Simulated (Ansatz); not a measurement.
Ta2N:

```
Ta N
1.0
     3.11286    0.00000    0.00000
    -1.55643    2.69582    0.00000
     0.00000    0.00000    4.86984
Ta N
2 1
Direct
  0.33333 0.66667 0.25471
  0.66667 0.33333 0.74529
  0.00000 0.00000 0.00000
```

The cell comes from a database or a generator and needn't be the stable form of this composition.

| Item | Value |
| --- | --- |
| Program | Ansatz 0.2.0 |
| Task | single point |
| Functional | PBEsol |
| Potentials or basis | all-electron LAPW, scalar-relativistic |
| Cutoff | 365 eV (chosen from the basis error) |
| Basis error allowed | 0.001 eV/atom |
| k mesh | 10 × 10 × 6 |
| Occupations | fermi-dirac, width 0.05 eV |
| Spin | no spin polarisation |

On this cell: pressure -9.1 GPa; largest force 0.295 eV/Å; band gap on the k mesh none (metal or under the smearing width).

The same run follows on a disturbed copy (atoms moved at random, drawn with an rms of 0.05 Å):

```
Ta N
1.0
     3.11286    0.00000    0.00000
    -1.55643    2.69582    0.00000
     0.00000    0.00000    4.86984
Ta N
2 1
Cartesian
  -0.0066 1.7615 1.2238
  1.6174 0.9226 3.6193
  -0.0143 0.0159 0.0193
```

Task: What does the disturbed cell give?

Result: The energy (extrapolated to zero smearing) moves by +9.1 meV/atom; pressure -8.4 GPa; largest force 0.752 eV/Å; band gap on the k mesh none (metal or under the smearing width).

Forces on the atoms (eV/Å):
```
Ta  -0.054  0.355  0.045
Ta  -0.422  0.010  0.409
N    0.476 -0.365 -0.453
```

Stress tensor (GPa, compression positive):
```
-8.51  0.19  0.91
 0.19 -8.44  1.10
 0.91  1.10 -8.20
```
